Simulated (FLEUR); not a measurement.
# Si (Fd-3m) in FLEUR: a series of runs

One crystal, Si, is run at these levels: LDA (Moruzzi-Janak-Williams); tasks: band structure, equation of state.

Program: FLEUR MaX-R8.1 (later development tree). These are calculated values, not measurements. Logs are shortened: lines on timing, memory, paths and dates and some standing lists are left out, and cuts for length are marked.

### 1 Starting point

The structure is cubic, space group Fd-3m (No. 227). Conventional cell: a = 5.444 Å, b = 5.444 Å, c = 5.444 Å, α = 90.00°, β = 90.00°, γ = 90.00°. Around Si (site symmetry -43m) lie 4 Si at 2.36 Å.

### 2 Band structure, LDA (Moruzzi-Janak-Williams)

inp.xml

```xml
<?xml version="1.0" encoding="UTF-8" standalone="no"?>
<fleurInput fleurInputVersion="0.39">
   <comment>
      Si                                                                                                  
   </comment>
   <calculationSetup>
      <cutoffs Kmax="4.76" Gmax="14.7" GmaxXC="14.7" numbands="0"/>
      <scfLoop itmax="60" minDistance="0.00001" maxIterBroyd="15" imix="Anderson" alpha="0.05" precondParam="0.0" spinf="2.0" sdNocoIR="T"/>
      <coreElectrons ctail="T" frcor="F" kcrel="0" coretail_lmax="0"/>
      <xcFunctional name="mjw" relativisticCorrections="F"/>
      <magnetism jspins="1"/>
      <soc l_soc="F" theta="0.0" phi="0.0" spav="F"/>
      <expertModes spex="0" secvar="F"/>
      <geometryOptimization l_f="F" forcealpha="1.0" forcemix="BFGS" epsdisp="0.00001" epsforce="0.00001"/>
      <ldaU l_linMix="F" mixParam="0.05" spinf="1.0"/>
   </calculationSetup>
   <cell>
      <bzIntegration valenceElectrons="24.0" mode="hist" fermiSmearingEnergy="0.00183747">
         <kPointListSelection listName="default-1"/>
         <!-- k-points included here -->
         <xi:include xmlns:xi="http://www.w3.org/2001/XInclude" href="kpts.xml"> </xi:include>
      </bzIntegration>
      <!-- symmetry operations included here -->
      <xi:include xmlns:xi="http://www.w3.org/2001/XInclude" href="sym.xml"> </xi:include>
      <bulkLattice scale="1.0">
         <bravaisMatrix>
            <row-1>    0.0000000000000000     5.1435532944025564     5.1435532944025564</row-1>
            <row-2>    5.1435532944025564     0.0000000000000000     5.1435532944025564</row-2>
            <row-3>    5.1435532944025564     5.1435532944025564     0.0000000000000000</row-3>
         </bravaisMatrix>
      </bulkLattice>
   </cell>
   <atomSpecies>
      <species name="Silicon (Si)" element="Si" atomicNumber="14">
         <mtSphere radius="2.06" gridPoints="681" logIncrement="0.017"/>
         <atomicCutoffs lmax="8" lnonsphr="6"/>
         <electronConfig flipSpins="F">
            <coreConfig>(1s1/2)</coreConfig>
            <valenceConfig>(2s1/2) (2p1/2) (2p3/2) (3s1/2) (3p1/2) (3p3/2)</valenceConfig>
            <stateOccupation state="(3p1/2)" spinUp="0.333333" spinDown="0.333333"/>
            <stateOccupation state="(3p3/2)" spinUp="0.666667" spinDown="0.666667"/>
         </electronConfig>
         <energyParameters s="3" p="3" d="3" f="4"/>
         <lo type="SCLO" l="0" n="2" eDeriv="0"/>
         <lo type="SCLO" l="1" n="2" eDeriv="0"/>
         <lo type="SCLO" l="2" n="3" eDeriv="2"/>
         <lo type="SCLO" l="3" n="4" eDeriv="2"/>
      </species>
   </atomSpecies>
   <atomGroups>
      <atomGroup species="Silicon (Si)">
         <relPos label="                   1">3.000/8.000 3.000/8.000 3.000/8.000</relPos>
         <relPos label="                   2">-3.000/8.000 -3.000/8.000 -3.000/8.000</relPos>
         <force calculate="T" relaxXYZ="TTT"/>
      </atomGroup>
   </atomGroups>
   <output dos="F" band="F" slice="F">
      <checks vchk="F" cdinf="F"/>
      <bandDOS minEnergy="-.5*Htr" maxEnergy="0.5*Htr" sigma="0.015" storeEVData="T"/>
      <vacuumDOS vacdos="F" integ="F" star="F" nstars="0" locx1="0.0" locy1="0.0" locx2="0.0" locy2="0.0" nstm="0" tworkf="0.0"/>
      <unfoldingBand unfoldBand="F" supercellX="1" supercellY="1" supercellZ="1"/>
      <plotting iplot="0" polar="F">
         <plot TwoD="T" vec1="  1.0  0.0  0.0" vec2="  0.0  1.0  0.0" vec3="  0.0  0.0  1.0" zero="  0.0  0.0  0.0" file="plot"/>
      </plotting>
      <chargeDensitySlicing numkpt="0" minEigenval="0.0" maxEigenval="0.0" nnne="0" pallst="F"/>
      <specialOutput eonly="F"/>
      <moessbauerParams electricFieldGradient="T" isomerShift="T" coreHyperfine="T" valenceHyperfine="T"/>
      <magneticCircularDichroism mcd="F" energyLo="-10.0" energyUp="0.0"/>
   </output>
  <!-- We include the file relax.xml here to enable relaxations (see documentation) -->
  <xi:include xmlns:xi="http://www.w3.org/2001/XInclude" href="relax.xml"> <xi:fallback/> </xi:include>
</fleurInput>
```

crystal.txt

```
Si
&input cartesian=F /
0.0000000000  2.7218511865  2.7218511865
2.7218511865  0.0000000000  2.7218511865
2.7218511865  2.7218511865  0.0000000000
1.8897261246
1.0 1.0 1.0

2
14 0.5000000000  0.5000000000  0.5000000000
14 0.7500000000  0.7500000000  0.7500000000

&kpt div1=8 div2=8 div3=8 gamma=T /
```

inp.xml (bands)

```
<?xml version="1.0" encoding="UTF-8" standalone="no"?>
<fleurInput fleurInputVersion="0.39">
   <comment>
      Si                                                                                                  
   </comment>
   <calculationSetup>
      <cutoffs Kmax="4.76" Gmax="14.7" GmaxXC="14.7" numbands="0"/>
      <scfLoop itmax="60" minDistance="0.00001" maxIterBroyd="15" imix="Anderson" alpha="0.05" precondParam="0.0" spinf="2.0" sdNocoIR="T"/>
      <coreElectrons ctail="T" frcor="F" kcrel="0" coretail_lmax="0"/>
      <xcFunctional name="mjw" relativisticCorrections="F"/>
      <magnetism jspins="1"/>
      <soc l_soc="F" theta="0.0" phi="0.0" spav="F"/>
      <expertModes spex="0" secvar="F"/>
      <geometryOptimization l_f="F" forcealpha="1.0" forcemix="BFGS" epsdisp="0.00001" epsforce="0.00001"/>
      <ldaU l_linMix="F" mixParam="0.05" spinf="1.0"/>
   </calculationSetup>
   <cell>
      <bzIntegration valenceElectrons="24.0" mode="hist" fermiSmearingEnergy="0.00183747">
         <kPointListSelection listName="path-1"/>
         <!-- k-points included here -->
         <xi:include xmlns:xi="http://www.w3.org/2001/XInclude" href="kpts.xml"> </xi:include>
      </bzIntegration>
      <!-- symmetry operations included here -->
      <xi:include xmlns:xi="http://www.w3.org/2001/XInclude" href="sym.xml"> </xi:include>
      <bulkLattice scale="1.0">
         <bravaisMatrix>
            <row-1>    0.0000000000000000     5.1435532944025564     5.1435532944025564</row-1>
            <row-2>    5.1435532944025564     0.0000000000000000     5.1435532944025564</row-2>
            <row-3>    5.1435532944025564     5.1435532944025564     0.0000000000000000</row-3>
         </bravaisMatrix>
      </bulkLattice>
   </cell>
   <atomSpecies>
      <species name="Silicon (Si)" element="Si" atomicNumber="14">
         <mtSphere radius="2.06" gridPoints="681" logIncrement="0.017"/>
         <atomicCutoffs lmax="8" lnonsphr="6"/>
         <electronConfig flipSpins="F">
            <coreConfig>(1s1/2)</coreConfig>
            <valenceConfig>(2s1/2) (2p1/2) (2p3/2) (3s1/2) (3p1/2) (3p3/2)</valenceConfig>
            <stateOccupation state="(3p1/2)" spinUp="0.333333" spinDown="0.333333"/>
            <stateOccupation state="(3p3/2)" spinUp="0.666667" spinDown="0.666667"/>
         </electronConfig>
         <energyParameters s="3" p="3" d="3" f="4"/>
         <lo type="SCLO" l="0" n="2" eDeriv="0"/>
         <lo type="SCLO" l="1" n="2" eDeriv="0"/>
         <lo type="SCLO" l="2" n="3" eDeriv="2"/>
         <lo type="SCLO" l="3" n="4" eDeriv="2"/>
      </species>
   </atomSpecies>
   <atomGroups>
      <atomGroup species="Silicon (Si)">
         <relPos label="                   1">3.000/8.000 3.000/8.000 3.000/8.000</relPos>
         <relPos label="                   2">-3.000/8.000 -3.000/8.000 -3.000/8.000</relPos>
         <force calculate="T" relaxXYZ="TTT"/>
      </atomGroup>
   </atomGroups>
   <output dos="F" band="T" slice="F">
      <checks vchk="F" cdinf="F"/>
      <bandDOS minEnergy="-.5*Htr" maxEnergy="0.5*Htr" sigma="0.015" storeEVData="T"/>
      <vacuumDOS vacdos="F" integ="F" star="F" nstars="0" locx1="0.0" locy1="0.0" locx2="0.0" locy2="0.0" nstm="0" tworkf="0.0"/>
      <unfoldingBand unfoldBand="F" supercellX="1" supercellY="1" supercellZ="1"/>
      <plotting iplot="0" polar="F">
         <plot TwoD="T" vec1="  1.0  0.0  0.0" vec2="  0.0  1.0  0.0" vec3="  0.0  0.0  1.0" zero="  0.0  0.0  0.0" file="plot"/>
      </plotting>
      <chargeDensitySlicing numkpt="0" minEigenval="0.0" maxEigenval="0.0" nnne="0" pallst="F"/>
      <specialOutput eonly="F"/>
      <moessbauerParams electricFieldGradient="T" isomerShift="T" coreHyperfine="T" valenceHyperfine="T"/>
      <magneticCircularDichroism mcd="F" energyLo="-10.0" energyUp="0.0"/>
   </output>
  <!-- We include the file relax.xml here to enable relaxations (see documentation) -->
  <xi:include xmlns:xi="http://www.w3.org/2001/XInclude" href="relax.xml"> <xi:fallback/> </xi:include>
</fleurInput>
```

Potentials or basis: all-electron, FLAPW.

The run is started by

```console
> inpgen -f crystal.txt -profile fastHighL
> # inp.xml edited to the form shown
> fleur_MPI
> fleur_MPI   # second run, on inp.xml (bands)
```

The log of the run:

```text
Welcome to FLEUR        (www.flapw.de)
      MaX-Release 8.1          (www.max-centre.eu)

 ========== k-point set info ==========
 Selected k-point list: default-1
 k-point list type: mesh
 8 x 8 x 8
 Number of k points: 29

 ------------Calculation Setup---------------------------
 Number of MPI-tasks      :            1
 Number of PE/node        :            1
 Number of OMP-threads    :            1
 Most efficient MPI parallelization for:
           1          29
 Additional eigenvalue parallelization possible
 Number of basis functions:          587
 Approximate size of matrices (H+S) per k-point:         0.005 GB
 --------------------------------------------------------
 Iteration:     1   Distance:       7.98423620 me/bohr^3
 Iteration:     2   Distance:       7.53239295 me/bohr^3
 Iteration:     3   Distance:       0.96071313 me/bohr^3
 Iteration:     4   Distance:       0.94565062 me/bohr^3
 Iteration:     5   Distance:       0.44825485 me/bohr^3
 Iteration:     6   Distance:       0.03192247 me/bohr^3
 Iteration:     7   Distance:       0.01788138 me/bohr^3
 Iteration:     8   Distance:       0.00151877 me/bohr^3
 Iteration:     9   Distance:       0.00130411 me/bohr^3
 Iteration:    10   Distance:       0.00005201 me/bohr^3
 Iteration:    11   Distance:       0.00000538 me/bohr^3

 ********************************************************************
 Run finished successfully
 Stop message:
   all done
 ********************************************************************
```

output (bands):

```text
Welcome to FLEUR        (www.flapw.de)
      MaX-Release 8.1          (www.max-centre.eu)

 ========== k-point set info ==========
 Selected k-point list: path-1
 k-point list type: path
 Number of k points: 60

 ------------Calculation Setup---------------------------
 Number of MPI-tasks      :            1
 Number of PE/node        :            1
 Number of OMP-threads    :            1
 Most efficient MPI parallelization for:
           1           2           3           4           5           6          10          12          15          20          30          60
 Additional eigenvalue parallelization possible
 Number of basis functions:          587
 Approximate size of matrices (H+S) per k-point:         0.005 GB
 --------------------------------------------------------
 Fermi energy correction for insulators:
 No automatic correction of the Fermi energy has been performed.

 Note: Band structure data (together with different weights) is also stored in the banddos.hdf file.
       A convenient way of extracting and plotting the data from that file is by making use of the

 ********************************************************************
 Run finished successfully
 Stop message:
   Charge density postprocessing done.
 ********************************************************************
```

out.xml (last iteration):

```text
<iteration numberForCurrentRun="   11" overallNumber="   11">
         <energyParameters units="Htr">
            <atomicEP atomType="1" spin="1" branch="3s" branchLowest="-4.67" branchHighest="1.24" value="-0.1524477547"/>
            <atomicEP atomType="1" spin="1" branch="3p" branchLowest="-3.08" branchHighest="1.71" value="0.0271206444"/>
            <atomicEP atomType="1" spin="1" branch="3d" branchLowest="-9.99" branchHighest="2.07" value="0.2180085188"/>
            <atomicEP atomType="1" spin="1" branch="4f" branchLowest="-9.99" branchHighest="4.41" value="0.3849822126"/>
            <loAtomicEP atomType="1" spin="1" branch="2s" branchLowest="-64.92" branchHighest="-4.67" value="-4.6735079928"/>
            <loAtomicEP atomType="1" spin="1" branch="2p" branchLowest="-9.99" branchHighest="-3.08" value="-3.0874645350"/>
            <loAtomicEP atomType="1" spin="1" branch="3d" branchLowest="-9.99" branchHighest="2.07" value="0.2180083314"/>
            <loAtomicEP atomType="1" spin="1" branch="4f" branchLowest="-9.99" branchHighest="4.41" value="0.3849849571"/>
         </energyParameters>
         <eigenvalues>
            <eigenvaluesAt spin="1" ikpt="1" k_x="0.00000000" k_y="0.00000000" k_z="0.00000000">
                      -4.6736452698       -4.6733559071       -3.0876845713       -3.0876845713       -3.0876845713
                      -3.0870701489       -3.0870701489       -3.0870701489       -0.2309931226        0.2069863596
                       0.2069863596        0.2069863596        0.2996279866        0.2996279866        0.2996279866
                       0.3213657384        0.4878449489        0.4910710771        0.4910710771
            </eigenvaluesAt>
            <eigenvaluesAt spin="1" ikpt="2" k_x="0.00000000" k_y="0.00000000" k_z="0.12500000">
                      -4.6736369943       -4.6733640552       -3.0876911448       -3.0876911448       -3.0876754161
                      -3.0870781265       -3.0870628217       -3.0870628217       -0.2235344869        0.1476725667
                       0.1964091244        0.1964091244        0.2950174677        0.3151146731        0.3151146731
                       0.3728332272        0.4725857249        0.4725857249        0.5174150207
            </eigenvaluesAt>
            <eigenvaluesAt spin="1" ikpt="3" k_x="0.00000000" k_y="0.00000000" k_z="0.25000000">
                      -4.6736149039       -4.6733861685       -3.0877074951       -3.0877074951       -3.0876543459
                      -3.0871000135       -3.0870465184       -3.0870465184       -0.2017731663        0.0623555661
                       0.1792271631        0.1792271631        0.2766577230        0.3340595263        0.3340595263
[... 13 lines left out ...]
            <mtCharges spin="1">
               <mtCharge atomType="1" total="9.9337806" s="2.8177994" p="7.0414945" d="0.0689574" f="0.0044395"/>
            </mtCharges>
            <spinDependentCharge spin="1" total="24.0000000" interstitial="4.1324388" mtSpheres="19.8675612"/>
            <totalCharge value="24.0000000000"/>
         </valenceDensity>
         <coreStates atomType="     1" atomicNumber=" 14" spin="1" kinEnergy="    184.4162993422" eigValSum="   -129.8317076483" lostElectrons=" 0.000000">
            <state n="1" l="0" j="0.5" energy="-64.9158538242" weight="1.0000000000"/>
         </coreStates>
         <allElectronCharges>
            <spinDependentCharge spin="1" total="28.0000000" interstitial="4.1324388" mtSpheres="23.8675612"/>
            <totalCharge value="28.0000000001"/>
         </allElectronCharges>
         <moessbauerParams unitsHFF="kG" unitsIS="e/bohr^3" unitsEFG="Htr/bohr^2">
            <coreIsomerShift atomType="1" isTotal="1759.13001">
               <shell n="1" l="0" isomerShift="1759.13001"/>
            </coreIsomerShift>
            <isomerShift atomType="1" nucleusRadius="0.0000718" averageDensity="1891.50301"/>
            <electricFieldGradient atomType="1" VXX="0.00000" VYY="0.00000" VZZ="0.00000" asymParam="0.00000">
            </electricFieldGradient>
         </moessbauerParams>
         <totalEnergy                                    value="     -578.0782776721" units="Htr">
            <sumOfEigenvalues                            value="     -315.2360449271">
               <coreElectrons value="-259.6634152967"/>
               <valenceElectrons value="-55.5726296304"/>
            </sumOfEigenvalues>
            <densityCoulombPotentialIntegral value="-841.7689532503"/>
            <densityEffectivePotentialIntegral value="-894.1523486925"/>
            <chargeDenXCDenIntegral value="-39.6739008074"/>
            <FockExchangeEnergyValence value="0.0000000000"/>
            <FockExchangeEnergyCore value="0.0000000000"/>
            <atomTypeDependentContributions atomType="1">
               <electronNucleiInteractionDifferentMTs value="681.6164681188"/>
               <MadelungTerm value="-14.8197358860"/>
            </atomTypeDependentContributions>
            <tkbTimesEntropy value="0.0000022047"/>
            <freeEnergy value="-578.0782798767"/>
            <extrapolationTo0K value="-578.0782787744"/>
         </totalEnergy>
         <densityConvergence units="me/bohr^3">
            <chargeDensity spin="1" distance="0.0000053771"/>
         </densityConvergence>
      </iteration>
```

Wall time 26 s (1 thread of Arm Neoverse V2, shared host); peak memory 0.06 GiB.

Results:

```yaml
Free_energy: -15730.3114 eV
Band_gap_on_the_k_mesh: 0.52 eV, indirect (least direct gap 2.52 eV)
Band_gap_along_the_path: 0.48 eV, indirect (least direct gap 2.52 eV)
Valence_electrons_inside_the_program's_atomic_spheres: Si 9.93 (radii Si 2.06 bohr)
```

Levels at the corners of the path, in eV from the valence-band top:
| point | band 9 | band 10 | band 11 | band 12 | band 13 | band 14 | band 15 | band 16 | band 17 |
| --- | --- | --- | --- | --- | --- | --- | --- | --- | --- |
| Γ | -11.92 | 0.00 | 0.00 | 0.00 | 2.52 | 2.52 | 2.52 | 3.11 | 7.64 |
| X | -7.80 | -7.80 | -2.84 | -2.84 | 0.62 | 0.62 | 9.92 | 9.92 | 10.90 |
| W | -7.64 | -7.64 | -3.85 | -3.85 | 4.18 | 4.18 | 4.90 | 4.90 | 10.44 |
| K | -8.21 | -7.22 | -4.30 | -2.41 | 1.11 | 4.04 | 7.37 | 7.88 | 8.05 |
| Γ | -11.92 | 0.00 | 0.00 | 0.00 | 2.52 | 2.52 | 2.52 | 3.11 | 7.64 |
| L | -9.60 | -6.96 | -1.19 | -1.19 | 1.40 | 3.30 | 3.30 | 7.50 | 10.50 |
| U | -8.21 | -7.22 | -4.30 | -2.41 | 1.11 | 4.04 | 7.37 | 7.88 | 8.05 |
| W | -7.64 | -7.64 | -3.85 | -3.85 | 4.18 | 4.18 | 4.90 | 4.90 | 10.44 |
| L | -9.60 | -6.96 | -1.19 | -1.19 | 1.40 | 3.30 | 3.30 | 7.50 | 10.50 |
| K | -8.21 | -7.22 | -4.30 | -2.41 | 1.11 | 4.04 | 7.37 | 7.88 | 8.05 |
| U | -8.21 | -7.22 | -4.30 | -2.41 | 1.11 | 4.04 | 7.37 | 7.88 | 8.05 |
| X | -7.80 | -7.80 | -2.84 | -2.84 | 0.62 | 0.62 | 9.92 | 9.92 | 10.90 |

Core levels (eV from the Fermi level):
| atom | levels |
| --- | --- |
| 1 Si | 1s1/2 -1772.3 |
| 2 Si | 1s1/2 -1772.3 |

### 3 Equation of state, LDA (Moruzzi-Janak-Williams), 18.95 Å³/atom (volume scaled by 0.94)

inp.xml, as its differences from that of step 2:

```diff
@@ -6,3 +6,3 @@
    <calculationSetup>
-      <cutoffs Kmax="4.76" Gmax="14.7" GmaxXC="14.7" numbands="0"/>
+      <cutoffs Kmax="4.9" Gmax="15.2" GmaxXC="15.2" numbands="0"/>
       <scfLoop itmax="60" minDistance="0.00001" maxIterBroyd="15" imix="Anderson" alpha="0.05" precondParam="0.0" spinf="2.0" sdNocoIR="T"/>
@@ -24,3 +24,3 @@
       <xi:include xmlns:xi="http://www.w3.org/2001/XInclude" href="sym.xml"> </xi:include>
-      <bulkLattice scale="1.0">
+      <bulkLattice scale="0.9795861087">
          <bravaisMatrix>
@@ -34,3 +34,3 @@
       <species name="Silicon (Si)" element="Si" atomicNumber="14">
-         <mtSphere radius="2.06" gridPoints="681" logIncrement="0.017"/>
+         <mtSphere radius="2.0" gridPoints="681" logIncrement="0.017"/>
          <atomicCutoffs lmax="8" lnonsphr="6"/>
```

Potentials or basis: all-electron, FLAPW.

The run is started by

```console
> inpgen -f crystal.txt -profile fastHighL
> # inp.xml edited to the form shown
> fleur_MPI
```

Run time: 23 s. Hardware: 1 thread of Arm Neoverse V2, shared host; peak memory 0.08 GiB.

Results (log left out):

| Quantity | Value |
| --- | --- |
| Free energy | -15730.2971 eV |
| Band gap on the k mesh | 0.43 eV, indirect (least direct gap 2.55 eV) |
| Valence electrons inside the program's atomic spheres | Si 9.83 (radii Si 2.0 bohr) |

### 4 Equation of state, LDA (Moruzzi-Janak-Williams), 19.36 Å³/atom (volume scaled by 0.96)

inp.xml, as its differences from that of step 3:

```diff
@@ -24,3 +24,3 @@
       <xi:include xmlns:xi="http://www.w3.org/2001/XInclude" href="sym.xml"> </xi:include>
-      <bulkLattice scale="0.9795861087">
+      <bulkLattice scale="0.9864848297">
          <bravaisMatrix>
```

The run is started by

```console
> inpgen -f crystal.txt -profile fastHighL
> # inp.xml edited to the form shown
> fleur_MPI
```

Run time: 24 s. Hardware: 1 thread of Arm Neoverse V2, shared host; peak memory 0.08 GiB.

Results (log left out):

```
Free energy                                           : -15730.3125 eV
Band gap on the k mesh                                : 0.46 eV, indirect (least direct gap 2.54 eV)
Valence electrons inside the program's atomic spheres : Si 9.81 (radii Si 2.0 bohr)
```

(Part 1 of 2 ends here.)
